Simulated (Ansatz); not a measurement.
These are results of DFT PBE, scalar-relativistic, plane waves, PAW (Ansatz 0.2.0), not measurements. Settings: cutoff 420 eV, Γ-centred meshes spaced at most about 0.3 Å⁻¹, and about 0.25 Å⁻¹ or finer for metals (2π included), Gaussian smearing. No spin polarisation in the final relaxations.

All energies are static (0 K, no zero-point motion). All come from trial cells, and lower structures may exist.

Problem. These unrelaxed guesses for Ge are each relaxed within their symmetry. Order them by the energy at which they end, lowest first.
A.

```cif
data_structure
_symmetry_space_group_name_H-M 'Ccce:1'
_symmetry_Int_Tables_number 68
_cell_length_a 6.0468
_cell_length_b 6.1175
_cell_length_c 8.7743
_cell_angle_alpha 90.000
_cell_angle_beta 90.000
_cell_angle_gamma 90.000
_cell_volume 324.57
loop_
_atom_site_label
_atom_site_type_symbol
_atom_site_symmetry_multiplicity
_atom_site_Wyckoff_symbol
_atom_site_fract_x
_atom_site_fract_y
_atom_site_fract_z
_atom_site_occupancy
Ge1 Ge 16 i 0.69258 0.93787 0.86977 1
```

B.

```cif
data_structure
_symmetry_space_group_name_H-M 'Cmce'
_symmetry_Int_Tables_number 64
_cell_length_a 6.8155
_cell_length_b 7.7515
_cell_length_c 6.7976
_cell_angle_alpha 90.000
_cell_angle_beta 90.000
_cell_angle_gamma 90.000
_cell_volume 359.12
loop_
_atom_site_label
_atom_site_type_symbol
_atom_site_symmetry_multiplicity
_atom_site_Wyckoff_symbol
_atom_site_fract_x
_atom_site_fract_y
_atom_site_fract_z
_atom_site_occupancy
Ge1 Ge 16 g 0.17309 0.86621 0.40952 1
```

C.

```cif
data_structure
_symmetry_space_group_name_H-M 'P6_3/mmc'
_symmetry_Int_Tables_number 194
_cell_length_a 3.9192
_cell_length_b 3.9192
_cell_length_c 25.6000
_cell_angle_alpha 90.000
_cell_angle_beta 90.000
_cell_angle_gamma 120.000
_cell_volume 340.54
loop_
_atom_site_label
_atom_site_type_symbol
_atom_site_symmetry_multiplicity
_atom_site_Wyckoff_symbol
_atom_site_fract_x
_atom_site_fract_y
_atom_site_fract_z
_atom_site_occupancy
Ge1 Ge 4 e 0.00000 0.00000 0.04688 1
Ge2 Ge 4 f 0.33333 0.66667 0.07813 1
Ge3 Ge 4 f 0.33333 0.66667 0.17188 1
Ge4 Ge 4 f 0.33333 0.66667 0.79688 1
```

D.

```cif
data_structure
_symmetry_space_group_name_H-M 'I4_1/amd:1'
_symmetry_Int_Tables_number 141
_cell_length_a 7.3688
_cell_length_b 7.3688
_cell_length_c 6.7954
_cell_angle_alpha 90.000
_cell_angle_beta 90.000
_cell_angle_gamma 90.000
_cell_volume 368.98
loop_
_atom_site_label
_atom_site_type_symbol
_atom_site_symmetry_multiplicity
_atom_site_Wyckoff_symbol
_atom_site_fract_x
_atom_site_fract_y
_atom_site_fract_z
_atom_site_occupancy
Ge1 Ge 4 b 0.00000 0.00000 0.50000 1
Ge2 Ge 16 h 0.22677 0.00000 0.03521 1
```

Solution. C (ends in P6_3/mmc, 0 meV/atom), B (ends in Cmce, 82 meV/atom), A (ends in Fmmm, 216 meV/atom), D (ends in I4_1/amd, 0.36 eV/atom).

Cells relaxed within their symmetry can be saddle points. The part of the Crystallography Open Database at hand lists Ge in space groups No. 64, 96, 227; sharing a group (Cmce) doesn't make a cell the listed structure. Some structure types and database cells were kept out of the candidates from the start, so a known form may be missing.
